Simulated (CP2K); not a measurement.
The system is SiC (Moissanite).

```
Si C
1.0
     3.07600    0.00000    0.00000
    -1.53800    2.66389    0.00000
     0.00000    0.00000    5.04800
Si C
2 2
Direct
  0.66667 0.33333 0.50000
  0.33333 0.66667 0.00000
  0.66667 0.33333 0.88500
  0.33333 0.66667 0.38500
```

Base run:

```yaml
Program: CP2K 2026.2
Functional: LDA
Potentials_or_basis: POTENTIAL_UZH Si GTH-PBE-q4, C GTH-PBE-q4; TZVP-MOLOPT-PBE-GTH basis
Density_cutoff: 9184 eV
k_mesh: 10 × 10 × 5
Occupations: fermi-dirac, width 0.05 eV
Spin: no spin polarisation
```

Its results: band gap on the k mesh 2.38 eV, indirect (least direct gap 4.03 eV); pressure 2.4 GPa; largest force 0.772 eV/Å.

Problem. After a change of settings the same cell gave: band gap on the k mesh 2.92 eV, indirect (least direct gap 4.45 eV); pressure 6.5 GPa; largest force 0.759 eV/Å. Which change was it?
A. functional from LDA to r2SCAN
B. functional from LDA to PBE
C. functional from LDA to BLYP
D. functional from LDA to AM05

Solution. C.

BLYP binds less tightly than LDA, so the same cell stands under more pressure.

Caveats: the potentials were made for another functional, which shifts forces and pressure; an odd mesh through Γ misses points on the zone boundary, where band edges often lie; the basis of atomic orbitals isn't converged, which shifts pressures, moduli and gaps.
